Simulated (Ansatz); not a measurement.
Fe:

```
Fe
1.0
     0.00000    1.94174    1.96511
     1.49844    0.00000    1.96511
     1.49844    1.94174    0.00000
Fe
1
Direct
  0.00000 0.00000 0.00000
```

Base run:

```yaml
Program: Ansatz 0.2.0
Functional: PBE
Potentials_or_basis: Ansatz PAW
Cutoff: "420 eV (not typed: the program's choice for these potentials)"
k_mesh: 11 × 11 × 11
Occupations: fermi-dirac, width 0.05 eV
Spin: collinear spin, ferromagnetic start
Starting_moments: "[1.5] μB"
Fixed_moment: 1.5 μB
```

Its results: pressure -10.5 GPa; site moments Fe +1.56 μB.

Question: The run is repeated on the same cell with these changes: fixed moment from 1.5 μB to 2.2 μB; moments at the start from [1.5] to [2.2]. What comes out?

Answer: Pressure -0.6 GPa; site moments Fe +2.25 μB.

Caveats: the total moment is fixed, so each spin has its own Fermi level; the thresholds are loose for stress.
